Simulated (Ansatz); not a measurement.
# Ru: relaxation and set-up runs, part 2 of 2

The task: find the equilibrium structure of Ru, then run the references that a scan would need.

Ansatz 0.2.0; DFT LDA, scalar-relativistic, plane waves, PAW.

## Step 4: Relaxing cell and atoms

input.yaml

```yaml
crystal:
  lattice:
    - [2.6731301674, 0.0, 0.0]
    - [-1.3365650837, 2.3149986326, 0.0]
    - [0.0, 0.0, 4.2286285704]
  atoms:
    - { symbol: Ru, position: [0.3333333333, 0.6666666667, 0.25] }
    - { symbol: Ru, position: [0.6666666667, 0.3333333333, 0.75] }
basis:
  ecutwfc: 420
kpoints:
  mp_grid: { grid: [18, 18, 10] }
hamiltonian:
  xc: lda
  pseudopotentials: { kind: paw, azcp: { folder: soft_1 } }
scf:
  occupations: { method: gaussian, width: 0.1 }
output:
  forces: true
  stress: true
  eigenvalues: true
  write_density: true
  write_potential: true
  elf: true
  volumetric_format: npy
relax:
  adjacent_minimum: "off"
  f_tol: 0.005
  max_steps: 80
  cell: { stress_tol: 0.05 }
```

On the command line:

```console
$ ansatz run input.yaml --threads 2 --pin off --max-ram 4096MiB --backend cpu --events-out ev --progress --plain --runs-dir out
```

Output:

```text
Warning: <dir> the record states the generating functional pbe (its physics header spells it `PBE`), which answers neither for hamiltonian.xc's functional nor for the lda family's — results may be inconsistent (PPs are generated against a specific XC)
Warning: RAYON_NUM_THREADS=2 ignored (pool sized by the plan → 2); use --threads N
[... 6 set-up lines as earlier in the session ...]
Crystal: 2 atoms, lattice volume = 26.168 Å³
Basis set: ecut = 420 eV, 537 PW (Γ)
Bands: 20, of which v1, the nominal top of the filled ones, is band 16 counted from 1 (15 counted from 0)
[... 2 set-up lines as earlier in the session ...]
k-points: 222 of 3240
[... 7 set-up lines as earlier in the session ...]
SCF iter   1: F=—  HF=-11518.147108 eV  |F-HF|=—  |Δ(HF+E_count)|=         —  Δρ=1.32e-1  dr2=4.22e0  ethr=3.10e-3  ⟨swp⟩=4.9  Hψ=17478  notcnv=0
preconditioner: auto → none  [metal: Δε(μ)=0.001 eV  Ē_g=6.511 eV  σ=0.100 eV  W_gap=0.00  n_scr=8 (ndim 8)  ℏωp=29.0 eV  f_vac=0.000  D(μ)=1.76/eV (n_scr^D=22)  sad-step TF]
SCF iter   2: F=—  HF=-11517.072784 eV  |F-HF|=—  |Δ(HF+E_count)|=    1.07e0  Δρ=6.99e-2  dr2=1.17e0  ethr=3.10e-3  ⟨swp⟩=2.2  Hψ=8788  notcnv=0  defer=51
SCF iter   3: F=—  HF=-11516.665554 eV  |F-HF|=—  |Δ(HF+E_count)|=   4.07e-1  Δρ=3.50e-3  dr2=1.37e-3  ethr=3.10e-3  ⟨swp⟩=2.0  Hψ=6943  notcnv=0  defer=51
SCF iter   4: F=—  HF=-11516.666931 eV  |F-HF|=—  |Δ(HF+E_count)|=   1.38e-3  Δρ=3.99e-4  dr2=1.64e-5  ethr=4.28e-6  ⟨swp⟩=2.1  Hψ=9448  notcnv=0  defer=48
SCF iter   5: F=—  HF=-11516.666949 eV  |F-HF|=—  |Δ(HF+E_count)|=   1.84e-5  Δρ=1.12e-4  dr2=1.97e-6  ethr=5.14e-8  ⟨swp⟩=2.3  Hψ=7692  notcnv=0  defer=48
SCF iter   6: F=-11516.666949 eV  HF=-11516.666949 eV  |F-HF|=6.03e-8  |Δ(HF+E_count)|=   7.36e-7  Δρ=2.45e-5  dr2=7.88e-8  ethr=3.13e-10  ⟨swp⟩=7.5  Hψ=30012  notcnv=0
SCF 1 converged in 6 iterations: F = -11516.666949 eV  dr2 = 7.88e-8
relax step   1: F+E_penalty+E_count = -11516.66694856 eV  Δ(F+E_penalty+E_count) = +0.000e0 eV  max|allowed force component| = 9.252e-18 eV/Å  Δτ_max = 0.0000 Å  P = +0.083 GPa  Ω = 26.168 Å³  (6 SCF iters, dr2 threshold 1.00e-7 eV, accepted)
Crystal: 2 atoms, lattice volume = 26.183 Å³
[... 2 set-up lines as earlier in the session ...]
iter 1 solved again at ethr=1.63e-8 eV; its pass at ethr=3.10e-3 eV (dr2=5.22e-6 eV) is discarded
SCF iter   1: F=—  HF=-11516.666929 eV  |F-HF|=—  |Δ(HF+E_count)|=         —  Δρ=1.12e-4  dr2=1.55e-6  ethr=1.63e-8  ⟨swp⟩=3.5  Hψ=24952  notcnv=0
preconditioner: auto → none  [metal: Δε(μ)=0.011 eV  Ē_g=6.134 eV  σ=0.100 eV  W_gap=0.06  n_scr=8 (ndim 8)  ℏωp=29.0 eV  f_vac=0.000  D(μ)=1.72/eV (n_scr^D=22)]
SCF iter   2: F=—  HF=-11516.666928 eV  |F-HF|=—  |Δ(HF+E_count)|=   4.67e-7  Δρ=4.35e-5  dr2=1.83e-7  ethr=4.85e-9  ⟨swp⟩=2.4  Hψ=6315  notcnv=0
iter 3 did not close the SCF: its close was put off for the readings that it lacked (scf_convergence_deferred on its scf_iter line)
SCF iter   3: F=-11516.666928 eV  HF=-11516.666928 eV  |F-HF|=2.60e-9  |Δ(HF+E_count)|=   3.82e-8  Δρ=8.83e-6  dr2=8.71e-9  ethr=5.71e-10  ⟨swp⟩=2.0  Hψ=7207  notcnv=0
iter 4 did not close the SCF: its close was put off for the readings that it lacked (scf_convergence_deferred on its scf_iter line)
SCF iter   4: F=-11516.666928 eV  HF=-11516.666928 eV  |F-HF|=2.18e-11  |Δ(HF+E_count)|=  8.55e-10  Δρ=1.41e-6  dr2=1.45e-10  ethr=2.72e-11  ⟨swp⟩=2.0  Hψ=6100  notcnv=0
iter 5 did not close the SCF: its close was put off for the readings that it lacked (scf_convergence_deferred on its scf_iter line)
SCF iter   5: F=-11516.666928 eV  HF=-11516.666928 eV  |F-HF|=0.00e0  |Δ(HF+E_count)|=    0.00e0  Δρ=3.47e-7  dr2=5.47e-12  ethr=1.00e-12  ⟨swp⟩=2.3  Hψ=6641  notcnv=0
SCF iter   6: F=-11516.666928 eV  HF=-11516.666928 eV  |F-HF|=3.64e-12  |Δ(HF+E_count)|=    0.00e0  Δρ=2.44e-8  dr2=3.30e-14  ethr=1.00e-12  ⟨swp⟩=3.6  Hψ=17260  notcnv=0
SCF 2 converged in 6 iterations: F = -11516.666928 eV  dr2 = 3.30e-14
relax step   2: F+E_penalty+E_count = -11516.66692808 eV  Δ(F+E_penalty+E_count) = +2.049e-5 eV  max|allowed force component| = 3.701e-17 eV/Å  Δτ_max = 0.0000 Å  P = -0.104 GPa  Ω = 26.183 Å³  energy of the carried Pulay correction = -3.109e-5 eV  (6 SCF iters, dr2 threshold 1.09e-7 eV, accepted)
Crystal: 2 atoms, lattice volume = 26.175 Å³
iter 1 solved again at ethr=1.80e-9 eV; its pass at ethr=3.10e-3 eV (dr2=5.76e-7 eV) is discarded
SCF iter   1: F=—  HF=-11516.666952 eV  |F-HF|=—  |Δ(HF+E_count)|=         —  Δρ=4.05e-5  dr2=2.33e-7  ethr=1.80e-9  ⟨swp⟩=3.2  Hψ=24192  notcnv=0
preconditioner: auto → none  [metal: Δε(μ)=0.006 eV  Ē_g=6.136 eV  σ=0.100 eV  W_gap=0.04  n_scr=8 (ndim 8)  ℏωp=29.0 eV  f_vac=0.000  D(μ)=1.72/eV (n_scr^D=22)]
iter 2 did not close the SCF: its close was put off for the readings that it lacked (scf_convergence_deferred on its scf_iter line)
SCF iter   2: F=-11516.666952 eV  HF=-11516.666952 eV  |F-HF|=7.83e-9  |Δ(HF+E_count)|=   6.30e-8  Δρ=1.74e-5  dr2=2.97e-8  ethr=7.30e-10  ⟨swp⟩=2.1  Hψ=5837  notcnv=0
iter 3 did not close the SCF: its close was put off for the readings that it lacked (scf_convergence_deferred on its scf_iter line)
SCF iter   3: F=-11516.666952 eV  HF=-11516.666952 eV  |F-HF|=7.46e-10  |Δ(HF+E_count)|=   6.01e-9  Δρ=3.34e-6  dr2=1.59e-9  ethr=9.28e-11  ⟨swp⟩=2.1  Hψ=7253  notcnv=0
iter 4 did not close the SCF: its close was put off for the readings that it lacked (scf_convergence_deferred on its scf_iter line)
SCF iter   4: F=-11516.666952 eV  HF=-11516.666952 eV  |F-HF|=3.64e-12  |Δ(HF+E_count)|=  2.58e-10  Δρ=5.48e-7  dr2=1.64e-11  ethr=4.97e-12  ⟨swp⟩=2.0  Hψ=6153  notcnv=0
iter 5 did not close the SCF: its close was put off for the readings that it lacked (scf_convergence_deferred on its scf_iter line)
SCF iter   5: F=-11516.666952 eV  HF=-11516.666952 eV  |F-HF|=1.82e-12  |Δ(HF+E_count)|=  1.82e-12  Δρ=7.59e-8  dr2=3.43e-13  ethr=1.00e-12  ⟨swp⟩=1.0  Hψ=4440  notcnv=0
SCF iter   6: F=-11516.666952 eV  HF=-11516.666952 eV  |F-HF|=3.64e-12  |Δ(HF+E_count)|=  1.82e-12  Δρ=8.51e-9  dr2=6.65e-15  ethr=1.00e-12  ⟨swp⟩=3.1  Hψ=15715  notcnv=0
SCF 3 converged in 6 iterations: F = -11516.666952 eV  dr2 = 6.65e-15
relax step   3: F+E_penalty+E_count = -11516.66695155 eV  Δ(F+E_penalty+E_count) = -2.348e-5 eV  max|allowed force component| = 4.395e-17 eV/Å  Δτ_max = 0.0000 Å  P = +0.001 GPa  Ω = 26.175 Å³  energy of the carried Pulay correction = -1.493e-5 eV  (6 SCF iters, accepted)
[... 1 set-up line as earlier in the session ...]
iter 1 solved again at ethr=1.38e-8 eV; its pass at ethr=3.10e-3 eV (dr2=4.40e-6 eV) is discarded
SCF iter   1: F=—  HF=-11516.666979 eV  |F-HF|=—  |Δ(HF+E_count)|=         —  Δρ=2.71e-6  dr2=2.70e-10  ethr=1.38e-8  ⟨swp⟩=3.7  Hψ=32369  notcnv=0
preconditioner: auto → none  [metal: Δε(μ)=0.007 eV  Ē_g=6.136 eV  σ=0.100 eV  W_gap=0.04  n_scr=8 (ndim 8)  ℏωp=29.0 eV  f_vac=0.000  D(μ)=1.72/eV (n_scr^D=22)]
SCF iter   2: F=—  HF=-11516.666980 eV  |F-HF|=—  |Δ(HF+E_count)|=   5.51e-7  Δρ=1.18e-6  dr2=4.22e-11  ethr=1.00e-12  ⟨swp⟩=3.0  Hψ=9416  notcnv=0
iter 3 did not close the SCF: its close was put off for the readings that it lacked (scf_convergence_deferred on its scf_iter line)
SCF iter   3: F=-11516.666980 eV  HF=-11516.666980 eV  |F-HF|=3.64e-12  |Δ(HF+E_count)|=  3.82e-11  Δρ=2.39e-7  dr2=4.34e-12  ethr=1.00e-12  ⟨swp⟩=1.0  Hψ=4440  notcnv=0
iter 4 did not close the SCF: its close was put off for the readings that it lacked (scf_convergence_deferred on its scf_iter line)
SCF iter   4: F=-11516.666980 eV  HF=-11516.666980 eV  |F-HF|=3.64e-12  |Δ(HF+E_count)|=    0.00e0  Δρ=5.62e-8  dr2=1.04e-13  ethr=1.00e-12  ⟨swp⟩=1.0  Hψ=4440  notcnv=0
iter 5 did not close the SCF: its close was put off for the readings that it lacked (scf_convergence_deferred on its scf_iter line)
SCF iter   5: F=-11516.666980 eV  HF=-11516.666980 eV  |F-HF|=1.82e-12  |Δ(HF+E_count)|=    0.00e0  Δρ=1.12e-8  dr2=2.64e-14  ethr=1.00e-12  ⟨swp⟩=1.0  Hψ=4440  notcnv=0
iter 6 did not close the SCF: its close was put off for the readings that it lacked (scf_convergence_deferred on its scf_iter line)
SCF iter   6: F=-11516.666980 eV  HF=-11516.666980 eV  |F-HF|=1.82e-12  |Δ(HF+E_count)|=  1.82e-12  Δρ=2.14e-9  dr2=7.24e-16  ethr=1.00e-12  ⟨swp⟩=1.0  Hψ=4440  notcnv=0
SCF iter   7: F=-11516.666980 eV  HF=-11516.666980 eV  |F-HF|=1.82e-12  |Δ(HF+E_count)|=  1.82e-12  Δρ=3.32e-10  dr2=6.92e-18  ethr=1.00e-12  ⟨swp⟩=2.0  Hψ=13300  notcnv=0
SCF 4 converged in 7 iterations: F = -11516.666980 eV  dr2 = 6.92e-18
relax step   4: F+E_penalty+E_count = -11516.66697969 eV  Δ(F+E_penalty+E_count) = -2.814e-5 eV  max|allowed force component| = 6.476e-17 eV/Å  Δτ_max = 0.0000 Å  P = +0.002 GPa  Ω = 26.175 Å³  stress off target by 3.11e-3 GPa  SCF on the basis re-selected at this cell (its energy is not comparable with the rows above)  (7 SCF iters)
basis re-selected at this cell: Δ(F+E_penalty+E_count) = -2.814e-5 eV, ΔP = +0.001 GPa vs the last step (what re-selecting the basis moved, of the pressure what is left beyond the Pulay correction that the steps carried, after the strain that the cell walked since its last selection, with what the two solves' SCF thresholds leave and, on support functions, any second-order correction that the steps lacked; it is no measure of the basis error at this ecutwfc). This SCF's stress stands 3.11e-3 GPa from its target on what of the cell is left free (relax.cell.stress_tol is 5.00e-2 GPa) and its largest allowed force component is 6.48e-17 eV/Å (relax.f_tol is 5.00e-3 eV/Å): within both
SCF converged after 7 iterations
Free energy (F): -11516.666980 eV
Harris-Foulkes:  -11516.666980 eV  (|F-HF|=1.82e-12)
Internal energy: -11516.658371 eV  (E = F + TS)
E sigma→0 (E₀):  -11516.662675 eV
Entropy (-TS):   -0.008609 eV (-4.304 meV/atom)
Fermi energy:    24.074715 eV
--- Per-component energies (eV) ---
  E_band       = -90.162468
  E_kinetic    = 923.865662
  E_local      = -2473.272702  (includes V_loc(G=0)·N_el)
  E_nonlocal   = 836.053434
  E_hartree    = 816.297108
  E_xc         = -339.795912
  E_vxc        = -431.279478  (∫ρ·V_xc dr)
  E_paw        = -6763.825017  (= ΣΔE_a)
  E_vpaw       = -578.124667  (= ΣTr[D̂ρ^β])
  E_aug_tail   = 0.001065  (compensation charges beyond the density's cutoff)
  E_ewald      = -4517.125378
  E_core_change = 1.143369  (= ΣΔE_core)
  E_smearing   = -0.008609  (= −TS)
  E_closure    = 0.000000  (closes the sum)
  Σ components = -11516.666980   (vs F -11516.666980, Δ=0.00e0)
--- Forces (eV/Å), atoms counted from 1 ---
  atom   1  Ru     0.00000000     0.00000000     0.00000000
  atom   2  Ru     0.00000000    -0.00000000    -0.00000000
  max |Σ_I F_I| component: 1.39e-17 eV/Å
--- Stress (GPa, compression-positive) ---
        0.003112       0.000000      -0.000000
        0.000000       0.003112      -0.000000
       -0.000000      -0.000000       0.000946
  P = ⅓ Tr σ = 0.0024 GPa (0.024 kbar)
--- Band table (eV; the first three rows and the last of 222) ---
  k-point 0: bands = ["-48.9882", "-48.7449", "-19.6004", "-18.5363", "-18.5363", "-18.3432", "-18.3432", "-18.2954", "15.8190", "17.5502", "21.3192", "21.3192", "21.5198", "22.0501", "22.0501", "22.5997", "22.5997", "25.3455", "25.3455", "25.4141"]
  k-point 1: bands = ["-48.9824", "-48.7509", "-19.5700", "-18.5316", "-18.5316", "-18.3480", "-18.3480", "-18.3290", "15.9362", "17.5911", "21.2458", "21.2458", "21.4601", "21.9784", "21.9784", "22.7676", "22.7676", "25.0274", "25.3549", "25.3549"]
  k-point 2: bands = ["-48.9654", "-48.7685", "-19.4813", "-18.5180", "-18.5180", "-18.4262", "-18.3618", "-18.3618", "16.2734", "17.7019", "21.1171", "21.1171", "21.3016", "21.7918", "21.7918", "23.1706", "23.1706", "24.0796", "25.3495", "25.3495"]
  k-point 221: bands = ["-48.7259", "-48.7259", "-19.3261", "-19.3261", "-19.0267", "-19.0267", "-18.5180", "-18.5180", "19.1171", "19.1171", "19.7456", "19.7456", "21.2374", "21.2374", "22.8186", "22.8186", "25.3869", "25.3869", "32.8317", "32.8317"]
--- Relaxed structure (3 steps of the walk, 3 accepted, 1 SCFs on fresh bases) ---
  F+E_penalty+E_count = -11516.66697969 eV   max|allowed force component| = 6.476e-17 eV/Å   (the final SCF, on the basis selected at the relaxed cell)
  cell:  # Å, volume = 26.1746 Å³
    - [2.674058802248946, 0.0, 0.0]
    - [-1.337029401124473, 2.3158028539609754, 0.0]
    - [0.0, 0.0, 4.2267610256030785]
  atoms:
    - { symbol: Ru, position: [0.33333333333333326, 0.6666666666666665, 0.25] }
    - { symbol: Ru, position: [0.6666666666666666, 0.33333333333333326, 0.7500000000000001] }
```

It took 22 s on 2 threads of Arm Neoverse N1, shared host; peak memory 0.37 GiB.

Relaxation path:

```
step  energy from step 1 (eV/cell)  largest force component (eV/Å)  pressure (GPa)  volume (Å³)
   1                        0.0000                          0.0000            0.08        26.17
   2                        0.0000                          0.0000           -0.10        26.18
   3                        0.0000                          0.0000            0.00        26.17
   4                        0.0000                          0.0000            0.00        26.17
```

Step 1 is the start. Step 4 repeats the geometry before it on a plane-wave basis chosen anew for that cell, so its energy need not be comparable with the rows above.

|  | before | after | change |
| --- | --- | --- | --- |
| a (Å) | 2.673 | 2.674 | 0.0 % |
| b (Å) | 2.673 | 2.674 | 0.0 % |
| c (Å) | 4.229 | 4.227 | 0.0 % |
| volume (Å³/atom) | 13.08 | 13.09 | 0.0 % |
| shortest distance (Å) | 2.618 | 2.617 | 0.0 % |
| space group (0.01 Å) | P6_3/mmc | P6_3/mmc | same |

Forces and stress were held to the start's 24 operations: a distortion of lower symmetry was not tested.

Density in a lattice plane of the grid's cell (edges 2.67 and 4.23 Å, at 0.333 of the third edge), which holds Ru.

Values in e/Å³, 12 rows by 8 columns:
```
 0.48  0.33  0.35  0.63  1.58  2.80  2.49  1.17
 0.83  0.40  0.47  1.47  4.99  8.30  7.49  3.62
 1.12  0.45  0.55  2.12  7.02 11.30 10.27  5.16
 0.83  0.40  0.47  1.47  4.99  8.30  7.49  3.62
 0.48  0.33  0.35  0.63  1.58  2.80  2.49  1.17
 0.36  0.33  0.34  0.39  0.49  0.56  0.54  0.45
 0.48  0.57  0.55  0.45  0.37  0.34  0.35  0.38
 0.83  1.39  1.29  0.73  0.41  0.33  0.34  0.47
 1.12  2.03  1.87  0.95  0.45  0.33  0.35  0.53
 0.83  1.39  1.29  0.73  0.41  0.33  0.34  0.47
 0.48  0.57  0.55  0.45  0.37  0.34  0.35  0.38
 0.36  0.33  0.34  0.39  0.49  0.56  0.54  0.45
```
Columns run along the first of these edges and rows up along the second, over one cell in 8 and 12 even steps from the bottom left corner. Atoms in the plane (fractional): Ru at (0.67, 0.75).

ELF in the same plane.

Values, 12 rows by 8 columns:
```
0.25 0.29 0.28 0.27 0.41 0.49 0.47 0.36
0.31 0.28 0.27 0.38 0.58 0.59 0.60 0.53
0.36 0.29 0.28 0.44 0.61 0.50 0.55 0.58
0.31 0.28 0.27 0.38 0.58 0.59 0.60 0.53
0.25 0.29 0.28 0.27 0.41 0.49 0.47 0.36
0.30 0.26 0.27 0.29 0.26 0.24 0.24 0.27
0.25 0.24 0.24 0.27 0.31 0.31 0.31 0.30
0.31 0.37 0.36 0.29 0.26 0.31 0.30 0.25
0.36 0.45 0.43 0.32 0.25 0.28 0.27 0.25
0.31 0.37 0.36 0.29 0.26 0.31 0.30 0.25
0.25 0.24 0.24 0.27 0.31 0.31 0.31 0.29
0.30 0.26 0.27 0.29 0.26 0.24 0.24 0.27
```
Columns run along the first of these edges and rows up along the second, over one cell in 8 and 12 even steps from the bottom left corner. Atoms in the plane (fractional): Ru at (0.67, 0.75).

Both are smooth fields of the valence electrons: close to the nuclei they are not physical.

## Step 5: The zero of the map

input.yaml

```yaml
crystal:
  lattice:
    - [2.6740588022, 0.0, 0.0]
    - [-1.3370294011, 2.315802854, 0.0]
    - [0.0, 0.0, 4.2267610256]
  atoms:
    - { symbol: Ru, position: [0.3333333333, 0.6666666667, 0.25] }
    - { symbol: Ru, position: [0.6666666667, 0.3333333333, 0.75] }
basis:
  ecutwfc: 420
kpoints:
  mp_grid: { grid: [21, 21, 12] }
hamiltonian:
  xc: lda
  pseudopotentials: { kind: paw, azcp: { folder: soft_1 } }
scf:
  occupations: { method: gaussian, width: 0.15 }
output:
  forces: true
  stress: true
  eigenvalues: true
```

On the command line:

```console
$ ansatz run input.yaml --threads 2 --pin off --max-ram 4096MiB --backend cpu --events-out ev --progress --plain --runs-dir out
```

Output (excerpt; [...] marks lines left out):

```text
Warning: <dir> the record states the generating functional pbe (its physics header spells it `PBE`), which answers neither for hamiltonian.xc's functional nor for the lda family's — results may be inconsistent (PPs are generated against a specific XC)
Warning: RAYON_NUM_THREADS=2 ignored (pool sized by the plan → 2); use --threads N
[...]
[... 3 set-up lines as earlier in the session ...]
[...]
Crystal: 2 atoms, lattice volume = 26.175 Å³
Basis set: ecut = 420 eV, 537 PW (Γ)
[...]
--- Forces (eV/Å), atoms counted from 1 ---
  atom   1  Ru     0.00000000    -0.00000000     0.00000000
  atom   2  Ru     0.00000000     0.00000000     0.00000000
[...]
--- Stress (GPa, compression-positive) ---
        0.330120       0.000000       0.000000
        0.000000       0.330120       0.000000
        0.000000       0.000000      -0.403129
  P = ⅓ Tr σ = 0.0857 GPa (0.857 kbar)
--- Band table (eV; the first three rows and the last of 336) ---
  k-point 0: bands = ["-48.9914", "-48.7480", "-19.6027", "-18.5394", "-18.5394", "-18.3463", "-18.3463", "-18.2980", "15.8190", "17.5486", "21.3170", "21.3170", "21.5178", "22.0477", "22.0477", "22.5984", "22.5984", "25.3439", "25.3439", "25.4147"]
[...]
```

Wall time 7 s (2 threads of Arm Neoverse N1, shared host); peak memory 0.39 GiB.

## Step 6: Variant: mp_grid.grid [14, 14, 8], xc pbesol, eigensolver.kind davidson, ecutwfc left out

input.yaml

```yaml
crystal:
  lattice:
    - [2.6740588022, 0.0, 0.0]
    - [-1.3370294011, 2.315802854, 0.0]
    - [0.0, 0.0, 4.2267610256]
  atoms:
    - { symbol: Ru, position: [0.3333333333, 0.6666666667, 0.25] }
    - { symbol: Ru, position: [0.6666666667, 0.3333333333, 0.75] }
kpoints:
  mp_grid: { grid: [14, 14, 8] }
hamiltonian:
  xc: pbesol
  pseudopotentials: { kind: paw, azcp: { folder: soft_1 } }
scf:
  occupations: { method: gaussian, width: 0.15 }
  eigensolver: { kind: davidson }
output:
  forces: true
  eigenvalues: true
  stress: true
```

On the command line:

```console
$ ansatz run input.yaml --threads 2 --pin off --max-ram 4096MiB --backend cpu --events-out ev --progress --plain --runs-dir out
```

Output (excerpt; [...] marks lines left out):

```text
Warning: <dir> the record states the generating functional pbe (its physics header spells it `PBE`), which answers neither for hamiltonian.xc's functional nor for the pbesol family's — results may be inconsistent (PPs are generated against a specific XC)
Warning: RAYON_NUM_THREADS=2 ignored (pool sized by the plan → 2); use --threads N
[...]
[... 2 set-up lines as earlier in the session ...]
Functional definition: PBEsol
[...]
Crystal: 2 atoms, lattice volume = 26.175 Å³
[...]
--- Forces (eV/Å), atoms counted from 1 ---
  atom   1  Ru     0.00000000    -0.00000000     0.00000000
  atom   2  Ru     0.00000000     0.00000000     0.00000000
[...]
--- Stress (GPa, compression-positive) ---
        6.777654       0.000000       0.000000
       -0.000000       6.777654       0.000000
        0.000000       0.000000       6.189175
  P = ⅓ Tr σ = 6.5815 GPa (65.815 kbar)
--- Band table (eV; the first three rows and the last of 120) ---
  k-point 0: bands = ["-48.8998", "-48.6579", "-19.4800", "-18.4157", "-18.4157", "-18.2229", "-18.2229", "-18.1766", "15.9719", "17.7086", "21.4862", "21.4862", "21.6867", "22.2182", "22.2182", "22.7662", "22.7662", "25.5073", "25.5073", "25.5356"]
[...]
```

Wall time 4 s (2 threads of Arm Neoverse N1, shared host); peak memory 0.3 GiB.

```
    run     ending   energy change  pressure (GPa)  gap (eV)  force (eV/Å)  cycles  time
 step 5  converged               -             0.1      0.00          0.00       6   7 s
variant  converged  not comparable             6.6      0.00          0.00       7   4 s
```

After a change of functional the difference of the totals has no physical meaning; the pressure goes from 0.1 to 6.6 GPa. The k-point mesh changed too. Cost: 7 SCF cycles against 6, 4 s against 7 s.

## Step 7: What came out

The summary covers parts 1 to 2. Changes of volume or cell count from the first structure of part 1.

```
                                                                                                          quantity                                                                       value
                                                                                                      relaxed cell  a = 2.674 Å, b = 2.674 Å, c = 4.227 Å, α = 90.00°, β = 90.00°, γ = 120.00°
                                                                                              space group (0.01 Å)                                                          P6_3/mmc (No. 194)
                                                                                                            volume                                                               13.09 Å³/atom
                                                                                                   gap on the mesh                                                                none (metal)
step 6, run with mp_grid.grid [14, 14, 8], xc pbesol, eigensolver.kind davidson, ecutwfc left out (against step 5)                            converged; the pressure goes from 0.1 to 6.6 GPa
```

**Reading.** The cell shrank by 3.6 % in volume on relaxing. LDA usually gives cells that are too small. Measured lattice constant a of Ru: 2.706 Å (quoted in “A solution for 4-propylguaiacol hydrodeoxygenation without ring saturation”, 2024, pmc:11283461). This calculation gives 2.674 Å (-1.2 %). Measured lattice constant c of Ru: 4.28168 Å (293.15 K; a printed reference work, data compilation). This calculation gives 4.227 Å (-1.3 %). That is the cell relaxed with LDA, without thermal expansion or zero-point motion.
